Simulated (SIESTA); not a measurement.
ZnS (Wurtzite-6H) under changes of volume

One of the cells (19.992 Å³/atom); the others are scaled copies at fixed shape and fractional positions:

```xyz
12
Lattice="3.8372 0.0000 0.0000 -1.9186 3.3232 0.0000 0.0000 0.0000 18.8138" Properties=species:S:1:pos:R:3 pbc="T T T"
Zn    0.0000    2.2154   15.6781
Zn    1.9186    1.1077    6.2712
Zn    1.9186    1.1077   12.5426
Zn    0.0000    2.2154    3.1357
Zn    0.0000    0.0000    9.4069
Zn    0.0000    0.0000    0.0000
S     0.0000    2.2154   18.0298
S     1.9186    1.1077    8.6229
S     1.9186    1.1077   14.8943
S     0.0000    2.2154    5.4874
S     0.0000    0.0000   11.7586
S     0.0000    0.0000    2.3517
```

| Item | Value |
| --- | --- |
| Program | SIESTA 5.4.2 |
| Functional | PBE |
| Potentials or basis | PseudoDojo 0.4 standard (PBE files) |
| Basis | DZP (energy shift 0.003 Ry; two zetas on semicore shells) |
| Grid cutoff | 800 Ry |
| Energy shift | 0.003 Ry |
| k mesh | 8 × 8 × 2 |
| Occupations | fermi-dirac, width 0.05 eV |
| Spin | no spin polarisation |

| volume (Å³/atom) | energy over the lowest point (meV/atom) | pressure (GPa) | gap on the mesh (eV) |
| --- | --- | --- | --- |
| 18.424 | 47.84 | 8.6 | 2.92 |
| 18.816 | ? | ? | ? |
| 19.208 | 15.51 | 4.4 | 2.67 |
| 19.992 | 1.39 | 1.4 | 2.44 |
| 20.384 | 0.00 | -0.1 | 2.33 |
| 20.776 | 1.83 | -1.4 | 2.23 |

Question: What does the run at 18.816 Å³/atom give?

Answer: Energy over the lowest point 29.02 meV/atom; pressure 6.7 GPa; gap on the mesh 2.79 eV.

Worked out: A Birch-Murnaghan fit of order 3 (a polynomial in V^(-2/3)) to the other rows has its minimum at 20.35 Å³/atom with B0 = V·E''(V) = 69 GPa and B' = 4.8 at fixed shape and positions, which overstates the stiffness. It gives 29.13 meV/atom at 18.816 Å³/atom, against the run's 29.02, and -dE/dV = 6.6 GPa, against 6.7. A straight line through the other rows of the gap, of slope -5.76 eV per unit of ln V (its deformation potential), gives 2.79 eV, against the run's 2.79.

Energies are extrapolated to zero smearing.

Caveats: short orbitals over semicore shells can move pressures by several GPa; the valence orbitals were made in a potential fitted to the semicore shell under them, which widens gaps by tenths of an eV or more; the basis of atomic orbitals isn't converged, which shifts pressures, moduli and gaps.

A mesh can miss the band edges.
